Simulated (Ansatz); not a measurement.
## Scan of one atom of the cell for ZrO2 (tetragonal-ZrO2 type, space group P4_2/nmc)

Relaxed ZrO2 (tetragonal-ZrO2 type, space group P4_2/nmc):

```xyz
6
Lattice="3.5845 0.0000 0.0000 0.0000 3.5845 0.0000 0.0000 0.0000 5.1772" Properties=species:S:1:pos:R:3 pbc="T T T"
Zr     0.0000     0.0000     0.0000
Zr     1.7922     1.7922     2.5886
O      0.0000     1.7922     1.0431
O      0.0000     1.7922     3.6317
O      1.7922     0.0000     1.5455
O      1.7922     0.0000     4.1341
```

In each cell atom 6 (O, nearest neighbour Zr at 2.074 Å; its periodic images, 3.6 Å or more away, move with it) moves by s·(1.000, 0.000, 0.000) (along Cartesian x), the rest being held.

Level of theory: PBEsol (plane waves to 420 eV, PAW, scalar-relativistic; Ansatz, a quantum-chemistry and plane-wave program). k mesh 8×8×5 (Γ-centred), Fermi-Dirac smearing 0.05 eV. The energy includes the smearing's −TS. Compression counts positive. F∥ is the force on the atom along that direction. F⊥ is the part of the force across the line. This is a high-temperature form of ZrO2. ZrO2 is run without spin polarisation. ZrO2 was relaxed with its symmetry unable to fall. ΔE is measured from the undisplaced structure.

```
s (Å)   ΔE (eV/cell)  F∥ (eV/Å)  |F⊥| (eV/Å)  P (GPa)
------  ------------  ---------  -----------  -------
-0.210         0.376      3.701        0.827     2.98
-0.168         0.238      2.892        0.519     1.90
-0.126         0.133      2.129        0.288     1.06
-0.084         0.059      1.401        0.127     0.47
-0.042         0.015      0.695        0.031     0.12
0.000          0.000      0.000        0.000     0.00
0.042          0.015     -0.695        0.031     0.12
0.084          0.059     -1.401        0.127     0.47
0.126          0.133     -2.129        0.288     1.06
0.168          0.238     -2.892        0.519     1.90
0.210          0.376     -3.701        0.827     2.98
```

Summary:

Energy at s = 0.210 Å: 376 meV/cell
Force along the line at s = -0.210 Å: 3.70 eV/Å
Symmetry of the curve: even: the same for both signs
Shape of the curve: a single well with its minimum at or next to zero displacement
Force constant k = d²E/ds² at s = 0 (finite differences): 16.5 eV/Å²
Harmonic estimate at the end of the scan: ½ks² = 364 meV/cell against the computed 376 meV/cell, so the well is close to harmonic there

(For displaced atoms, the force is minus the slope of the energy, and its curvature is a force constant, which sets phonon frequencies.)
